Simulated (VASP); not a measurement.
## Ti2O: band structure with SCAN

Ti2O:

```
Ti O
1.0
     2.91940    0.00000    0.00000
    -1.45970    2.52827    0.00000
     0.00000    0.00000    4.71300
Ti O
2 1
Direct
  0.33333 0.66667 0.72126
  0.66667 0.33333 0.27874
  0.00000 0.00000 0.00000
```

- Program: VASP 6.6.1
- Task: band structure
- Functional: SCAN
- Potentials or basis: VASP PAW PBE potentials, release 64 (Ti_sv, O)
- Cutoff: 520 eV
- k mesh: 10 × 10 × 6
- Occupations: fermi-dirac, width 0.05 eV
- Spin: no spin polarisation
- Further INCAR settings: ALGO = Normal; EDIFF = 1e-06

* Pressure: 9.4 GPa
* Largest force: 0.952 eV/Å
* Band gap along the path: none (metal or under the smearing width)

Forces on the atoms (eV/Å):
```
Ti   0.000  0.000  0.952
Ti   0.000  0.000 -0.952
O    0.000  0.000  0.000
```

Stress tensor (GPa, compression positive):
```
 7.01  0.00  0.00
 0.00  7.01  0.00
 0.00  0.00 14.05
```

Levels at the corners of the path, in eV from the Fermi level:
```tsv
point	band 11	band 12	band 13	band 14	band 15	band 16	band 17	band 18	band 19
Γ	-6.23	-6.23	-4.05	-0.60	0.41	0.46	0.46	0.99	1.00
M	-7.38	-6.76	-2.93	-1.64	-0.73	1.30	1.73	3.12	3.23
M	-7.38	-6.76	-2.93	-1.64	-0.73	1.30	1.73	3.12	3.24
K	-7.94	-7.22	-2.13	-1.48	-1.48	1.64	1.64	2.14	2.61
K	-7.94	-7.22	-2.13	-1.48	-1.48	1.64	1.64	2.14	2.61
Γ	-6.23	-6.23	-4.05	-0.60	0.41	0.46	0.46	0.99	0.99
Γ	-6.23	-6.23	-4.05	-0.60	0.41	0.46	0.46	0.99	0.99
A	-6.32	-6.32	-2.19	-1.93	0.14	0.14	1.44	2.02	2.02
A	-6.32	-6.32	-2.19	-1.93	0.14	0.14	1.44	2.02	2.02
L	-7.41	-6.66	-1.78	-1.61	-0.81	-0.45	0.85	3.10	3.20
L	-7.41	-6.66	-1.78	-1.61	-0.81	-0.45	0.85	3.10	3.19
H	-8.02	-7.32	-1.78	-1.10	-1.10	1.50	1.50	1.79	2.93
H	-8.02	-7.32	-1.78	-1.10	-1.10	1.50	1.50	1.79	2.93
A	-6.32	-6.32	-2.19	-1.93	0.14	0.14	1.44	2.02	2.02
L	-7.41	-6.66	-1.78	-1.61	-0.81	-0.45	0.85	3.10	3.20
M	-7.38	-6.76	-2.93	-1.64	-0.73	1.30	1.73	3.14	3.25
K	-7.94	-7.22	-2.13	-1.48	-1.48	1.64	1.64	2.14	2.61
H	-8.02	-7.32	-1.78	-1.10	-1.10	1.50	1.50	1.79	2.93
```

Run time: 3.3 min on 1 thread of Intel(R) Xeon(R) 6975P-C (Granite Rapids), with other jobs on the host, peak memory 0.21 GiB.

Caveat: the PAW data sets were made with another functional, which shifts forces and pressure a little; semilocal functionals often make such compounds metallic where correlation or magnetic order opens a gap, which also shifts bond lengths.
